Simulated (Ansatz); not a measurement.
# C: the cost of one run

Computed with Ansatz 0.2.0 (DFT PBE, scalar-relativistic, plane waves, PAW, unless a step's input says otherwise).

The COD entry's cell or inner coordinates are ideal or old and differ from later refinements, so a difference from it is no clean test against experiment.

### Step 1. The system as given

The structure is hexagonal, space group P6_3mc (No. 186). Conventional cell: a = 2.470 Å, b = 2.470 Å, c = 6.790 Å, α = 90.00°, β = 90.00°, γ = 120.00°. Around C (site symmetry 3m) lie 3 C at 1.43 Å.

As a file:

```
C
1.0
     3.70500   -2.13908   -6.79000
     3.70500   -2.13908    6.79000
    -7.41000   -4.27816    0.00000
C
48
Cartesian
  0.0000 0.0000 0.0000
  3.7050 -2.1391 0.0000
  -1.2350 -6.4172 0.0000
  -4.9400 -4.2782 0.0000
  -2.4700 -4.2782 0.0000
  1.2350 -6.4173 0.0000
  -3.7050 -2.1391 0.0000
  0.0000 -4.2782 0.0000
  2.4700 -4.2782 0.0000
  -1.2350 -2.1391 0.0000
  1.2350 -2.1391 0.0000
  4.9400 -4.2782 0.0000
  3.7050 -2.1391 -3.3950
  3.7050 -2.1391 3.3950
  -1.2350 -6.4172 3.3950
  -1.2350 -6.4172 -3.3950
  -2.4700 -4.2782 3.3950
  -2.4700 -4.2782 -3.3950
  0.0000 -4.2782 -3.3950
  0.0000 -4.2782 3.3950
  2.4700 -4.2782 3.3950
  2.4700 -4.2782 -3.3950
  1.2350 -2.1391 3.3950
  1.2350 -2.1391 -3.3950
  1.2350 -0.7130 0.0340
  4.9400 -2.8521 0.0339
  0.0000 -7.1303 0.0339
  -3.7050 -4.9912 0.0339
  -1.2350 -4.9912 0.0340
  -1.2350 -4.9912 -6.7560
  -2.4700 -2.8521 0.0339
  1.2350 -4.9912 0.0340
  3.7050 -4.9912 0.0339
  0.0000 -2.8521 0.0339
  2.4700 -2.8521 0.0340
  2.4700 -2.8521 -6.7560
  2.4700 -1.4261 -3.3610
  2.4700 -1.4261 3.4289
  -2.4700 -5.7042 3.4289
  -2.4700 -5.7042 -3.3611
  0.0000 -5.7042 -3.3610
  0.0000 -5.7042 3.4290
  -1.2350 -3.5651 -3.3610
  -1.2350 -3.5651 3.4290
  1.2350 -3.5651 3.4289
  1.2350 -3.5651 -3.3611
  3.7050 -3.5651 -3.3610
  3.7050 -3.5651 3.4290
```

The runs take a perfect supercell of 48 atoms; the defect goes to fractional position (0.000, 0.000, 0.000).

### Step 2. The perfect supercell

The input, input.yaml:

```yaml
crystal:
  lattice:
    - [3.705, -2.139083, -6.79]
    - [3.705, -2.139083, 6.79]
    - [-7.41, -4.278165, 0.0]
  atoms:
    - { symbol: C, position: [0.0, 0.0, 0.0] }
    - { symbol: C, position: [0.5, 0.5, 0.0] }
    - { symbol: C, position: [0.666667, 0.666666, 0.833333] }
    - { symbol: C, position: [0.166667, 0.166666, 0.833333] }
    - { symbol: C, position: [0.333333, 0.333334, 0.666667] }
    - { symbol: C, position: [0.833333, 0.833334, 0.666667] }
    - { symbol: C, position: [0.0, 0.0, 0.5] }
    - { symbol: C, position: [0.5, 0.5, 0.5] }
    - { symbol: C, position: [0.666667, 0.666666, 0.333333] }
    - { symbol: C, position: [0.166667, 0.166666, 0.333333] }
    - { symbol: C, position: [0.333333, 0.333334, 0.166667] }
    - { symbol: C, position: [0.833333, 0.833334, 0.166667] }
    - { symbol: C, position: [0.75, 0.25, 0.0] }
    - { symbol: C, position: [0.25, 0.75, 0.0] }
    - { symbol: C, position: [0.416667, 0.916666, 0.833333] }
    - { symbol: C, position: [0.916667, 0.416666, 0.833333] }
    - { symbol: C, position: [0.083333, 0.583334, 0.666667] }
    - { symbol: C, position: [0.583333, 0.083334, 0.666667] }
    - { symbol: C, position: [0.75, 0.25, 0.5] }
    - { symbol: C, position: [0.25, 0.75, 0.5] }
    - { symbol: C, position: [0.416667, 0.916666, 0.333333] }
    - { symbol: C, position: [0.916667, 0.416666, 0.333333] }
    - { symbol: C, position: [0.083333, 0.583334, 0.166667] }
    - { symbol: C, position: [0.583333, 0.083334, 0.166667] }
    - { symbol: C, position: [0.164167, 0.169167, 0.0] }
    - { symbol: C, position: [0.664167, 0.669167, 0.0] }
    - { symbol: C, position: [0.830834, 0.835833, 0.833333] }
    - { symbol: C, position: [0.330834, 0.335833, 0.833333] }
    - { symbol: C, position: [0.4975, 0.502501, 0.666667] }
    - { symbol: C, position: [0.9975, 0.002501, 0.666667] }
    - { symbol: C, position: [0.164167, 0.169167, 0.5] }
    - { symbol: C, position: [0.664167, 0.669167, 0.5] }
    - { symbol: C, position: [0.830834, 0.835833, 0.333333] }
    - { symbol: C, position: [0.330834, 0.335833, 0.333333] }
    - { symbol: C, position: [0.4975, 0.502501, 0.166667] }
    - { symbol: C, position: [0.9975, 0.002501, 0.166667] }
    - { symbol: C, position: [0.580833, 0.085833, 0.0] }
    - { symbol: C, position: [0.080833, 0.585833, 0.0] }
    - { symbol: C, position: [0.2475, 0.752499, 0.833333] }
    - { symbol: C, position: [0.7475, 0.252499, 0.833333] }
    - { symbol: C, position: [0.914166, 0.419167, 0.666667] }
    - { symbol: C, position: [0.414166, 0.919167, 0.666667] }
    - { symbol: C, position: [0.580833, 0.085833, 0.5] }
    - { symbol: C, position: [0.080833, 0.585833, 0.5] }
    - { symbol: C, position: [0.2475, 0.752499, 0.333333] }
    - { symbol: C, position: [0.7475, 0.252499, 0.333333] }
    - { symbol: C, position: [0.914166, 0.419167, 0.166667] }
    - { symbol: C, position: [0.414166, 0.919167, 0.166667] }
basis:
  ecutwfc: 420
  fft_grid_basis: typed
kpoints:
  mp_grid: { grid: [2, 2, 2] }
hamiltonian:
  xc: pbe
  pseudopotentials: { kind: paw }
scf:
  occupations: { method: gaussian, width: 0.05 }
output:
  forces: true
  stress: false
  eigenvalues: true
  bader: false
  write_density: true
  volumetric_format: npy
```

Started as:

```bash
$ ansatz run input.yaml --threads 4 --pin off --max-ram 10240MiB --backend cpu --events-out ev --progress --plain --runs-dir out
```

Q: Estimate wall time and peak memory on 4 threads of Arm Neoverse N1, shared host.

About 9.7 s, with a peak of 1.6 GiB.
